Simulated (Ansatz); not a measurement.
# ZnS (F-43m), random displacements

Level of theory: DFT LDA, scalar-relativistic, plane waves, PAW in Ansatz 0.2.0. Cutoff 420 eV, Γ-centred 6×6×6 k-points, Gaussian smearing of 0.02 eV. No spin polarisation. Energies are free energies at this smearing, counted from the undisturbed cell; pressure is positive in compression.

The starting cell (as given, not relaxed at this level):

```
Zn S
1.0
     5.40930    0.00000    0.00000
     0.00000   -5.40930    0.00000
     0.00000    0.00000   -5.40930
Zn S
4 4
Direct
  0.00000 0.50000 0.50000
  0.50000 0.00000 0.50000
  0.50000 0.50000 0.00000
  0.00000 0.00000 0.00000
  0.75000 0.75000 0.75000
  0.25000 0.25000 0.75000
  0.25000 0.75000 0.25000
  0.75000 0.25000 0.25000
```

The atoms are displaced (Å, in the unstrained cell):

```
atom ux uy uz
 Zn1   0.107  -0.078  -0.109
 Zn2   0.054   0.015   0.107
 Zn3  -0.108   0.043   0.045
 Zn4  -0.089   0.090  -0.174
  S5   0.373  -0.007   0.138
  S6  -0.033  -0.086  -0.067
  S7  -0.105   0.025  -0.129
  S8  -0.199  -0.001   0.190
```

Strain (Voigt, engineering shear): (0.0050, 0.0372, 0.0611, 0.1064, 0.0707, -0.0251).

**Question.** What are the energy change, the stress and the forces?

**Answer.** ΔE = 292.5 meV/atom; stress (xx, yy, zz, yz, xz, xy; compression positive) (-4.25, -4.77, -5.29, -4.67, -3.25, 2.76) GPa; gap on the mesh 1.23 eV.
```csv
atom,Fx (eV/Å),Fy,Fz
Zn1,-0.37,0.43,0.64
Zn2,0.14,0.15,-0.32
Zn3,-0.62,-1.06,0.82
Zn4,-0.34,-0.79,0.93
S5,-2.28,-1.09,-1.07
S6,0.41,1.41,-0.14
S7,1.40,-0.07,0.63
S8,1.65,1.01,-1.48
```

Cost: 1 run of about 1.3 core-minutes, on Intel Xeon Processor @ 2.70GHz (shared hosts).